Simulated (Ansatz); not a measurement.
# WC (Fm-3m) in Ansatz: further runs

One crystal, WC, is run at these levels: r2SCAN, PBE; tasks: single point, equation of state, phonons.

Everything below comes from runs of Ansatz 0.2.0. Logs are shortened: lines on timing, memory, paths and dates and some standing lists are left out, and cuts for length are marked.

## (1) The crystal as given

Symmetry: Fm-3m, No. 225, cubic system. Conventional cell: a = 4.385 Å, b = 4.385 Å, c = 4.385 Å, α = 90.00°, β = 90.00°, γ = 90.00°. W (site symmetry m-3m) has 6 C at 2.19 Å as nearest neighbours. C (site symmetry m-3m) is surrounded by 6 W at 2.19 Å.

Measurements of this composition are mostly on another form, of space group No. 187.

## (2) Single point, r2SCAN, 9.91 Å³/atom (volume scaled by 0.94)

Input file input.yaml:

```yaml
crystal:
  lattice:
    - [0.0, 2.1479227872, 2.1479227872]
    - [2.1479227872, 0.0, 2.1479227872]
    - [2.1479227872, 2.1479227872, 0.0]
  atoms:
    - { symbol: W, position: [0.0, 0.0, 0.0] }
    - { symbol: C, position: [0.5, 0.5, 0.5] }
hamiltonian:
  xc: r2scan
  pseudopotentials: { kind: paw }
kpoints:
  mp_grid: { grid: [10, 10, 10] }
scf:
  occupations: { method: fermi_dirac, width: 0.05 }
output:
  forces: true
  stress: true
  eigenvalues: true
```

Potentials or basis: Ansatz PAW.

Run with:

```
ansatz run input.yaml --threads 2 --pin off --max-ram 5632MiB --backend cpu --events-out ev --progress --plain --runs-dir out
```

Standard output:

```text
Warning: RAYON_NUM_THREADS=2 ignored (pool sized by the plan → 2); use --threads N
Engine: ansatz 0.2.0, aarch64-unknown-linux-gnu
Pseudopotentials: kind: paw
Pseudopotential: W, paw, valence charge 14, recommended cutoff 500 eV (meta_gga), W.paw.azcp
Pseudopotential: C, paw, valence charge 4, recommended cutoff 500 eV (meta_gga), C.paw.azcp
Functional definition: r2SCAN
  parameter k0 = 0.174
  parameter k1 = 0.065
  parameter a1 = 4.9479
  exchange = r2scan_x(k0 = k0, k1 = k1, a1 = a1)
  correlation = r2scan_c
Crystal: 2 atoms, lattice volume = 19.819 Å³
Basis set: ecut = 500 eV, 531 PW (Γ), exchange–correlation on 96×96×96 points (64 copies of the dense FFT grid, shifted against one another)
Bands: 13, of which v1, the nominal top of the filled ones, is band 9 counted from 1 (8 counted from 0)
Symmetry: 48 space group operations
Space group: Fm-3m (ITA 225), of the structure as read, at distance tolerance 2.7e-5 Å
k-points: 47 of 1000
Non-local potential: W, projectors of the file, l = 0: 3, l = 1: 2, l = 2: 2, l = 3: 1
Non-local potential: C, projectors of the file, l = 0: 2, l = 1: 2, l = 2: 1
PAW form: soft (Blöchl's): semilocal exchange-correlation on the pseudo side does not see the compensation charge
PAW frozen core: W, regenerated for the run's functional (the file was generated under x = pbe(κ = 0.804, μ = 0.2195149727645171), c = pbe(β = 0.06672455060314922))
PAW frozen core: C, regenerated for the run's functional (the file was generated under x = pbe(κ = 0.804, μ = 0.2195149727645171), c = pbe(β = 0.06672455060314922))
PAW one-centre angular grid: W, 590 points (default); XC on 160 Gauss nodes
PAW one-centre angular grid: C, 302 points (default); XC on 239 of its mesh's 2573 points in the sphere
Initial density: superposition of atomic densities (neutral atoms: chi_scale 0, normalization atom), corrected by the library's trained network
Initial wavefunctions: pseudopotential atomic-orbital guess
Functional: x = r2scan, c = r2scan; τ floored in thin density (d = 2e-4 eV/Å³)
SCF iter   1: F=—  HF=-10648.229144 eV  |F-HF|=—  |Δ(HF+E_count)|=         —  Δρ=6.96e-3  dr2=3.50e-3  dr2_τ=2.16e-1  ethr=1.77e-3  ⟨swp⟩=5.9  Hψ=7777  notcnv=0  defer=13
automatic band count: the SCF goes on with 17 bands, as 13 were too few: the levels above may hold too much charge
preconditioner: auto → none  [metal: Δε(μ)=0.064 eV  Ē_g=16.163 eV  σ=0.050 eV  W_gap=0.29  n_scr=8 (ndim 8)  ℏωp=26.4 eV  f_vac=0.000  D(μ)=0.67/eV (n_scr^D=0)  sad-step TF]
SCF iter   2: F=—  HF=-10648.296088 eV  |F-HF|=—  |Δ(HF+E_count)|=   6.69e-2  Δρ=5.47e-3  dr2=3.48e-3  dr2_τ=2.17e-4  ethr=1.94e-5  ⟨swp⟩=2.4  Hψ=1839  notcnv=0  defer=95
SCF iter   3: F=—  HF=-10648.298266 eV  |F-HF|=—  |Δ(HF+E_count)|=   2.18e-3  Δρ=2.54e-3  dr2=8.26e-4  dr2_τ=1.23e-4  ethr=1.94e-5  ⟨swp⟩=2.0  Hψ=1173  notcnv=0  defer=95
SCF iter   4: F=—  HF=-10648.298565 eV  |F-HF|=—  |Δ(HF+E_count)|=   2.99e-4  Δρ=1.36e-3  dr2=3.94e-4  dr2_τ=1.83e-5  ethr=4.59e-6  ⟨swp⟩=2.0  Hψ=961  notcnv=0  defer=95
SCF iter   5: F=—  HF=-10648.298544 eV  |F-HF|=—  |Δ(HF+E_count)|=   2.07e-5  Δρ=2.58e-4  dr2=1.10e-5  dr2_τ=7.54e-7  ethr=2.19e-6  ⟨swp⟩=1.9  Hψ=861  notcnv=0  defer=95
SCF iter   6: F=—  HF=-10648.298544 eV  |F-HF|=—  |Δ(HF+E_count)|=   7.41e-7  Δρ=3.01e-5  dr2=1.25e-7  dr2_τ=5.69e-8  ethr=6.09e-8  ⟨swp⟩=2.1  Hψ=937  notcnv=0  defer=95
SCF iter   7: F=-10648.298544 eV  HF=-10648.298544 eV  |F-HF|=4.67e-10  |Δ(HF+E_count)|=   5.63e-8  Δρ=5.57e-6  dr2=2.07e-9  dr2_τ=1.36e-9  ethr=5.56e-10  ⟨swp⟩=8.7  Hψ=3684  notcnv=0
SCF 1 converged in 7 iterations: F = -10648.298544 eV  dr2 = 2.07e-9
SCF converged after 7 iterations
Free energy (F): -10648.298544 eV
Harris-Foulkes:  -10648.298544 eV  (|F-HF|=4.67e-10)
Internal energy: -10648.293014 eV  (E = F + TS)
E sigma→0 (E₀):  -10648.295779 eV
Entropy (-TS):   -0.005530 eV (-2.765 meV/atom)
Fermi energy:    23.389379 eV
--- Per-component energies (eV) ---
  E_band       = -52.808226
  E_kinetic    = 547.820411
  E_local      = -616.115318  (includes V_loc(G=0)·N_el)
  E_nonlocal   = 27.266554
  E_hartree    = 220.007862
  E_xc         = -298.961665
  E_vxc        = -328.676655  (∫ρ·V_xc dr)
  E_paw        = -8694.089311  (= ΣΔE_a)
  E_vpaw       = -139.998787  (= ΣTr[D̂ρ^β])
  E_aug_tail   = -0.000050  (compensation charges beyond the density's cutoff)
  E_vtau       = 16.880464  (kinetic-family band-sum trace: ∫τ·v_τ [+ j·A + Jᵃ·Aᵃ] dr)
  E_ewald      = -1833.608774
  E_core_change = -0.612723  (= ΣΔE_core)
  E_smearing   = -0.005530  (= −TS)
  E_closure    = 0.000000  (closes the sum)
  Σ components = -10648.298544   (vs F -10648.298544, Δ=0.00e0)
--- Forces (eV/Å), atoms counted from 1 ---
  atom   1  W     -0.00000000     0.00000000    -0.00000000
  atom   2  C      0.00000000    -0.00000000     0.00000000
  max |Σ_I F_I| component: 2.17e-30 eV/Å
--- Stress (GPa, compression-positive) ---
       19.996659       0.000000       0.000000
        0.000000      19.996659       0.000000
        0.000000       0.000000      19.996659
  P = ⅓ Tr σ = 19.9967 GPa (199.967 kbar)
--- Band table (eV; the first three rows and the last of 47) ---
  k-point 0: bands = ["-54.0173", "-17.3813", "-17.3813", "-17.3813", "6.0644", "20.2337", "20.2337", "20.2337", "22.0468", "22.0468", "22.0468", "22.2703", "22.2703", "31.0120", "33.7672", "48.2208", "48.2208"]
  k-point 1: bands = ["-54.0120", "-17.4604", "-17.3893", "-17.3893", "6.3779", "19.2189", "19.7063", "19.7063", "20.9202", "20.9202", "22.5006", "24.5421", "24.5421", "31.5537", "34.4732", "45.6515", "46.7264"]
  k-point 2: bands = ["-53.9981", "-17.6630", "-17.4099", "-17.4099", "7.2592", "17.4090", "18.1564", "18.1564", "21.5937", "21.5937", "23.0805", "27.1864", "27.1864", "32.6310", "36.0678", "42.6813", "43.4854"]
  k-point 46: bands = ["-53.9431", "-17.9355", "-17.8052", "-17.6667", "9.2185", "16.6278", "16.6488", "16.8108", "22.9547", "24.7006", "25.9401", "27.2185", "29.0762", "36.0111", "36.7908", "38.3874", "41.5553"]
```

Run time: 1.5 s. Hardware: 2 threads of Arm Neoverse V2, shared host; peak memory 0.33 GiB.

What came out:

```
Free energy            : -10648.2985 eV
Pressure               : 20.0 GPa
Band gap on the k mesh : none (metal or under the smearing width)
```

Caveat: the PAW data sets come from PBE, with cores solved anew for the run's functional, which leaves a small shift of forces and pressure.

## (3) Single point, r2SCAN, 10.12 Å³/atom (volume scaled by 0.96)

Changes to input.yaml since step 2:

```diff
@@ -2,5 +2,5 @@
   lattice:
-    - [0.0, 2.1479227872, 2.1479227872]
-    - [2.1479227872, 0.0, 2.1479227872]
-    - [2.1479227872, 2.1479227872, 0.0]
+    - [0.0, 2.1630495024, 2.1630495024]
+    - [2.1630495024, 0.0, 2.1630495024]
+    - [2.1630495024, 2.1630495024, 0.0]
   atoms:
```

Potentials or basis: Ansatz PAW.

Run with:

```
ansatz run input.yaml --threads 2 --pin off --max-ram 5632MiB --backend cpu --events-out ev --progress --plain --runs-dir out
```

Wall time 1.5 s (2 threads of Arm Neoverse V2, shared host); peak memory 0.33 GiB.

Results (log left out):

```
Free energy            : -10648.3386 eV
Pressure               : 10.6 GPa
Band gap on the k mesh : none (metal or under the smearing width)
```

Caveat: the PAW data sets come from PBE, with cores solved anew for the run's functional, which leaves a small shift of forces and pressure.

## (4) Single point, r2SCAN, 10.33 Å³/atom (volume scaled by 0.98)

Changes to input.yaml since step 3:

```diff
@@ -2,5 +2,5 @@
   lattice:
-    - [0.0, 2.1630495024, 2.1630495024]
-    - [2.1630495024, 0.0, 2.1630495024]
-    - [2.1630495024, 2.1630495024, 0.0]
+    - [0.0, 2.1779675566, 2.1779675566]
+    - [2.1779675566, 0.0, 2.1779675566]
+    - [2.1779675566, 2.1779675566, 0.0]
   atoms:
@@ -19 +19,5 @@
   eigenvalues: true
+  write_density: true
+  write_potential: true
+  elf: true
+  volumetric_format: npy
```

Run with:

```
ansatz run input.yaml --threads 2 --pin off --max-ram 5632MiB --backend cpu --events-out ev --progress --plain --runs-dir out
```

Wall time 1.9 s (2 threads of Arm Neoverse V2, shared host); peak memory 0.34 GiB.

It converged, with:

```yaml
Free_energy: -10648.3553 eV
Pressure: 2.2 GPa
Band_gap_on_the_k_mesh: none (metal or under the smearing width)
```

Caveat: the PAW data sets come from PBE, with cores solved anew for the run's functional, which leaves a small shift of forces and pressure.

## (5) Single point, r2SCAN, 10.54 Å³/atom

Input file input.yaml:

```yaml
crystal:
  lattice:
    - [0.0, 2.192684, 2.192684]
    - [2.192684, 0.0, 2.192684]
    - [2.192684, 2.192684, 0.0]
  atoms:
    - { symbol: W, position: [0.0, 0.0, 0.0] }
    - { symbol: C, position: [0.5, 0.5, 0.5] }
hamiltonian:
  xc: r2scan
  pseudopotentials: { kind: paw }
kpoints:
  mp_grid: { grid: [10, 10, 10] }
scf:
  occupations: { method: fermi_dirac, width: 0.05 }
output:
  forces: true
  stress: true
  eigenvalues: true
```

Run with:

```
ansatz run input.yaml --threads 2 --pin off --max-ram 5632MiB --backend cpu --events-out ev --progress --plain --runs-dir out
```

It took 1.6 s on 2 threads of Arm Neoverse V2, shared host; peak memory 0.34 GiB.

It converged, with:

```
Free energy            : -10648.3509 eV
Pressure               : -5.4 GPa
Band gap on the k mesh : none (metal or under the smearing width)
```

Caveat: the PAW data sets come from PBE, with cores solved anew for the run's functional, which leaves a small shift of forces and pressure.

## (6) Single point, r2SCAN, 10.75 Å³/atom (volume scaled by 1.02)

Changes to input.yaml since step 5:

```diff
@@ -2,5 +2,5 @@
   lattice:
-    - [0.0, 2.192684, 2.192684]
-    - [2.192684, 0.0, 2.192684]
-    - [2.192684, 2.192684, 0.0]
+    - [0.0, 2.2072055093, 2.2072055093]
+    - [2.2072055093, 0.0, 2.2072055093]
+    - [2.2072055093, 2.2072055093, 0.0]
   atoms:
```

Potentials or basis: Ansatz PAW.

Run with:

```
ansatz run input.yaml --threads 2 --pin off --max-ram 5632MiB --backend cpu --events-out ev --progress --plain --runs-dir out
```

Wall time 1.7 s (2 threads of Arm Neoverse V2, shared host); peak memory 0.34 GiB.

It converged, with:

```
Free energy            : -10648.3276 eV
Pressure               : -12.2 GPa
Band gap on the k mesh : none (metal or under the smearing width)
```

Caveat: the PAW data sets come from PBE, with cores solved anew for the run's functional, which leaves a small shift of forces and pressure.

## (7) Single point, r2SCAN, 10.96 Å³/atom (volume scaled by 1.04)

Changes to input.yaml since step 6:

```diff
@@ -2,5 +2,5 @@
   lattice:
-    - [0.0, 2.2072055093, 2.2072055093]
-    - [2.2072055093, 0.0, 2.2072055093]
-    - [2.2072055093, 2.2072055093, 0.0]
+    - [0.0, 2.2215384142, 2.2215384142]
+    - [2.2215384142, 0.0, 2.2215384142]
+    - [2.2215384142, 2.2215384142, 0.0]
   atoms:
```

Run with:

```
ansatz run input.yaml --threads 2 --pin off --max-ram 5632MiB --backend cpu --events-out ev --progress --plain --runs-dir out
```

Wall time 1.6 s (2 threads of Arm Neoverse V2, shared host); peak memory 0.34 GiB.

The run converged. Its results:

| Quantity | Value |
| --- | --- |
| Free energy | -10648.2873 eV |
| Pressure | -18.3 GPa |
| Band gap on the k mesh | none (metal or under the smearing width) |

Caveat: the PAW data sets come from PBE, with cores solved anew for the run's functional, which leaves a small shift of forces and pressure.

## (8) Single point, r2SCAN, 11.17 Å³/atom (volume scaled by 1.06)

Changes to input.yaml since step 7:

```diff
@@ -2,5 +2,5 @@
   lattice:
-    - [0.0, 2.2215384142, 2.2215384142]
-    - [2.2215384142, 0.0, 2.2215384142]
-    - [2.2215384142, 2.2215384142, 0.0]
+    - [0.0, 2.2356887219, 2.2356887219]
+    - [2.2356887219, 0.0, 2.2356887219]
+    - [2.2356887219, 2.2356887219, 0.0]
   atoms:
```

Run with:

```
ansatz run input.yaml --threads 2 --pin off --max-ram 5632MiB --backend cpu --events-out ev --progress --plain --runs-dir out
```

Run time: 1.6 s. Hardware: 2 threads of Arm Neoverse V2, shared host; peak memory 0.34 GiB.

It converged, with:

```yaml
Free_energy: -10648.2318 eV
Pressure: -23.8 GPa
Band_gap_on_the_k_mesh: none (metal or under the smearing width)
```

Caveat: the PAW data sets come from PBE, with cores solved anew for the run's functional, which leaves a small shift of forces and pressure.

## (9) Equation of state, r2SCAN

Potentials or basis: Ansatz PAW.

This step only gathers the single runs of the series.

Results:

* Equilibrium volume: 10.39 Å³/atom
* Bulk modulus: 382 GPa
* Pressure derivative of the bulk modulus: 4.3

Energy against volume, from the lowest point:
| volume (Å³/atom) | energy (meV/atom) |
| --- | --- |
| 9.910 | 28.36 |
| 10.120 | 8.33 |
| 10.331 | 0.00 |
| 10.542 | 2.19 |
| 10.753 | 13.83 |
| 10.964 | 33.96 |
| 11.175 | 61.71 |

Caveat: the PAW data sets were made with another functional, which shifts forces and pressure a little. Spin-orbit coupling is left out, which matters for the levels of W.

[end of part 1 of 2]
